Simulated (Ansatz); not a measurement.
Runs of Ansatz 0.2.0 on AlNi. Symmetry: Pm-3m, No. 221, cubic system. Conventional cell: a = 2.881 Å, b = 2.881 Å, c = 2.881 Å, α = 90.00°, β = 90.00°, γ = 90.00°. Ni (site symmetry m-3m) has 8 Al at 2.50 Å as nearest neighbours. Al (site symmetry m-3m) has 8 Ni at 2.50 Å as nearest neighbours. 

```csv
spin,fixed moment (μB),pressure (GPa),moment (μB)
"collinear, ferromagnetic start",1.2,(b),1.20
"collinear, ferromagnetic start",0.5,(a),0.50
"collinear, ferromagnetic start",1.5,12.4,1.50
"collinear, ferromagnetic start",2.0,21.0,2.00
"collinear, ferromagnetic start",1.0,5.8,1.00
"collinear, ferromagnetic start",0.8,4.4,0.80
"collinear, ferromagnetic start",0.2,2.2,0.20
"collinear, program default start",0.0,2.2,0.00
```

Alike in all rows: task single point; level PBE; potentials or basis Ansatz PAW; cell as given; k mesh 8 × 8 × 8; cutoff (eV) 420; smearing fermi-dirac 0.05 eV.

Problem. Fill in the values left out.

Solution. (a) 2.9; (b) 7.9.

Caveats: the total moment is fixed, so each spin has its own Fermi level; the thresholds are loose for stress.
